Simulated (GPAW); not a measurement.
Ni:

```
Ni
1.0
     0.00000    1.73757    1.73757
     1.73757    0.00000    1.73757
     1.73757    1.73757    0.00000
Ni
1
Direct
  0.00000 0.00000 0.00000
```

Base run:

| Quantity | Value |
| --- | --- |
| Program | GPAW 26.7.0 |
| Functional | PBEsol |
| Potentials or basis | PAW data sets generated in the run's folder for this functional |
| Cutoff | 600 eV |
| Basis | pw |
| k mesh | 13 × 13 × 13 |
| Occupations | fermi-dirac, width 0.05 eV |
| Spin | collinear spin, ferromagnetic start |
| Starting moments | [1.0] μB |
| Hubbard terms | Ni d U = 6 eV |

Its results: pressure 0.2 GPa; net moment 0.91 μB per cell; site moments Ni +0.99 μB.

The run is repeated on the same cell with these changes: hubbard terms from Ni d U = 6 eV to Ni d U = 1 eV. What comes out?

Pressure -0.7 GPa; net moment 0.64 μB per cell; site moments Ni +0.69 μB.

Caveats: the stock nickel data set gives pressures a few GPa off other programs; the U is typed as a test and isn't derived for this compound.
